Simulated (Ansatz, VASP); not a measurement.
**One calculation of MgI2, two programs**

INCAR

```
  PREC = Accurate
  ENCUT = 520
  EDIFF = 1E-7
  ISMEAR = 0
  SIGMA = 0.02
  LREAL = F
  LASPH = T
  NELM = 100
  ALGO = Normal
  ISIF = 2
  LWAVE = F
  LCHARG = F
  GGA = PS
  NBANDS = 15
```

Contents of KPOINTS:

```
regular mesh
0
Gamma
  6 6 4
```

The input POSCAR:

```
MgI2
1.0
    3.9448428829      0.0000000000      0.0000000000
   -1.9724214414      3.4163341505      0.0000000000
    0.0000000000      0.0000000000      7.1939432935
Mg I
1 2
Direct
    0.0000000000      0.0000000000      0.0000000000
    0.3333333333      0.6666666667      0.7588145911
    0.6666666667      0.3333333333      0.2411854089
```

Input for Ansatz:

```yaml
crystal:
  lattice:
    - [3.9448428829, 0.0, 0.0]
    - [-1.9724214414, 3.4163341505, 0.0]
    - [0.0, 0.0, 7.1939432935]
  atoms:
    - { symbol: Mg, position: [0.0, 0.0, 0.0] }
    - { symbol: I, position: [0.3333333333, 0.6666666667, 0.7588145911] }
    - { symbol: I, position: [0.6666666667, 0.3333333333, 0.2411854089] }
basis:
  ecutwfc: 420
kpoints:
  mp_grid: { grid: [6, 6, 4] }
  band_path: { path: [VBM, CBM], npoints: 2 }
hamiltonian:
  xc: pbesol
scf:
  occupations: { method: gaussian, width: 0.02 }
output:
  forces: true
  stress: true
  eigenvalues: true
checkpoint:
  read: start.run
  write: ck
  compress: false
  write_wavefunctions: false
  write_every: 100000
```

Alike in both runs: task single point; functional PBEsol; k mesh 6 × 6 × 4; occupations gaussian, width 0.02 eV; no spin polarisation.

|  | VASP | Ansatz |
| --- | --- | --- |
| version | VASP 6.6.1 | Ansatz 0.2.0 |
| potentials or method | VASP PAW PBE potentials, release 64 (Mg, I) | scalar-relativistic, plane waves, PAW |
| plane-wave cutoff (eV) | 520 | 420 |
| valence electrons in the cell | 16 | 44 |

VASP gave:

* gap on the k mesh at the Fermi level (eV): 3.29
* least direct gap on the mesh (eV): 3.69
* pressure (GPa): 2.0
* largest component of the traceless stress (GPa): 2.06

Task: Estimate Ansatz's values.

Result: gap on the k mesh at the Fermi level (eV): 3.30; least direct gap on the mesh (eV): 3.70; pressure (GPa): 2.1; largest component of the traceless stress (GPa): 2.06.

The two sets of potentials don't hold the same shells in valence.

Caveats: the PAW data sets were made with another functional, which shifts forces and pressure a little (VASP); spin-orbit coupling is left out, which moves the levels of the heavy elements; this functional lacks dispersion, which binds the layers, so the pressure and a relaxed spacing across them are unreliable. A hybrid or GW would open this gap; PBEsol tends to underestimate it. A k mesh can miss the band edges.
